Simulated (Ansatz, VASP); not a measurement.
Au in VASP and in Ansatz

The input INCAR:

```
PREC = Accurate ; ENCUT = 520
EDIFF = 1E-6 ; ISMEAR = -1
SIGMA = 0.03 ; LREAL = F
LASPH = T ; NELM = 60
ALGO = Normal ; ISIF = 2
LWAVE = F ; LCHARG = F
GGA = PS ; NBANDS = 18
```

The input KPOINTS:

```
regular mesh
0
Gamma
  14 14 8
```

File POSCAR:

```
Au
1.0
    2.9381606606      0.0000000000      0.0000000000
   -1.4690803303      2.5445217725      0.0000000000
    0.0000000000      0.0000000000      4.9442178906
Au
2
Direct
    0.3333333333      0.6666666667      0.7500000000
    0.6666666667      0.3333333333      0.2500000000
```

Input for Ansatz:

```yaml
crystal:
  lattice:
    - [2.9381606606, 0.0, 0.0]
    - [-1.4690803303, 2.5445217725, 0.0]
    - [0.0, 0.0, 4.9442178906]
  atoms:
    - { symbol: Au, position: [0.3333333333, 0.6666666667, 0.75] }
    - { symbol: Au, position: [0.6666666667, 0.3333333333, 0.25] }
kpoints:
  mp_grid: { grid: [14, 14, 8] }
  band_path:
    path:
      - [0.0, 0.0, 0.0]
      - [0.5, 0.0, 0.0]
      - [0.3333333333, 0.3333333333, 0.0]
      - [0.0, 0.0, 0.0]
      - [0.0, 0.0, 0.5]
      - [0.5, 0.0, 0.5]
      - [0.3333333333, 0.3333333333, 0.5]
      - [0.0, 0.0, 0.5]
      - [0.5, 0.0, 0.5]
    npoints: 5
scf:
  occupations: { method: fermi_dirac, width: 0.03 }
hamiltonian:
  xc: pbesol
  pseudopotentials: { kind: all_electron, lapw: { basis_error: 0.0005 } }
output:
  forces: true
  stress: true
  eigenvalues: true
```

Change from the starting cell: volume scaled by 1.04.

Alike in both runs: task single point; functional PBEsol; k mesh 14 × 14 × 8; occupations fermi-dirac, width 0.03 eV; no spin polarisation.

|  | VASP | Ansatz |
| --- | --- | --- |
| version | VASP 6.6.1 | Ansatz 0.2.0 |
| potentials or method | VASP PAW PBE potentials, release 64 (Au) | all-electron LAPW, scalar-relativistic |
| plane-wave cutoff (eV) | 520 | see its input |

VASP gave:

- pressure (GPa): -11.1
- largest component of the traceless stress (GPa): 0.12

Question: What did Ansatz give for the same quantities?

Answer: Pressure (GPa): -11.0; largest component of the traceless stress (GPa): 0.13.

Ansatz ran all-electron here, so the differences hold the error of VASP's frozen core and of both bases.

Caveats: the PAW data sets were made with another functional, which shifts forces and pressure a little (VASP). Spin-orbit coupling is left out, which matters for the levels of Au.
